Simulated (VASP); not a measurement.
Input of a VASP 6.6.1 run:

File INCAR:

```
SYSTEM = NaI
PREC = Accurate
ENCUT = 600
EDIFF = 1E-6
ISMEAR = 0
SIGMA = 0.03
LREAL = .FALSE.
LASPH = .TRUE.
NELM = 80
ALGO = Normal
ISIF = 3
LWAVE = .FALSE.
LCHARG = .FALSE.
METAGGA = R2SCAN
LMIXTAU = .TRUE.
IBRION = 2
NSW = 90
EDIFFG = -0.01
```

File KPOINTS:

```
regular mesh
0
G
  8 8 8
  0 0 0
```

The input POSCAR:

```
NaI
1.0
    0.0000000000      3.2364000000      3.2364000000
    3.2364000000      0.0000000000      3.2364000000
    3.2364000000      3.2364000000      0.0000000000
Na I
1 1
Direct
    0.0000000000      0.0000000000      0.0000000000
    0.5000000000      0.5000000000      0.5000000000
```

Potentials or basis: VASP PAW PBE potentials, release 64 (Na_pv, I).

Command:

```console
$ cat potpaw_PBE.64/Na_pv/POTCAR potpaw_PBE.64/I/POTCAR > POTCAR
$ mpirun -np 1 vasp_std > vasp.out
```

Problem. Predict the relaxed cell.

Solution. a = 4.558 Å, b = 4.558 Å, c = 4.558 Å, α = 60.00°, β = 60.00°, γ = 60.00°.

Problem. What does it give for the band gap on the k mesh?

Solution. 4.48 eV, direct.

Problem. Estimate the relaxed volume.

Solution. 33.48 Å³/atom.

Problem. Predict the space group after relaxing (to 0.05 Å).

Solution. Fm-3m (No. 225).

The path:
```csv
step,energy change (eV),largest force (eV/Å),pressure (GPa),volume (Å³)
1,0.0000,0.0000,-0.20,67.80
2,-0.0005,0.0000,-0.12,67.37
3,-0.0006,0.0000,-0.08,67.24
4,-0.0007,0.0000,-0.02,66.96
```

Caveat: the PAW data sets were made with another functional, which shifts forces and pressure a little; spin-orbit coupling is left out, which moves the levels of the heavy elements. r2SCAN opens gaps a little over a GGA but as a rule still falls short of measured ones.
